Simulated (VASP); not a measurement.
Here is a VASP 6.6.1 calculation.

Contents of INCAR:

```
PREC = Accurate
ENCUT = 520
EDIFF = 1E-6
ISMEAR = 0
SIGMA = 0.1
LREAL = False
LASPH = True
NELM = 60
ALGO = Fast
ISIF = 2
LWAVE = False
LCHARG = False
GGA = PE
NBANDS = 8
```

The input KPOINTS:

```
Automatic mesh
0
Gamma
  22 22 22
```

File POSCAR:

```
N
1.0
    0.0000000000      1.5679171922      1.5679171922
    1.5679171922      0.0000000000      1.5679171922
    1.5679171922      1.5679171922      0.0000000000
N
1
Direct
    0.0000000000      0.0000000000      0.0000000000
```

Potentials or basis: VASP PAW PBE potentials, release 64 (N).

Command:

```bash
$ cat potpaw_PBE.64/N/POTCAR > POTCAR
$ mpirun -np 1 vasp_std > vasp.out
```

**Question.** Predict the pressure.

**Answer.** -2.7 GPa.

**Question.** Predict the band gap on the k mesh.

**Answer.** None (metal or under the smearing width).
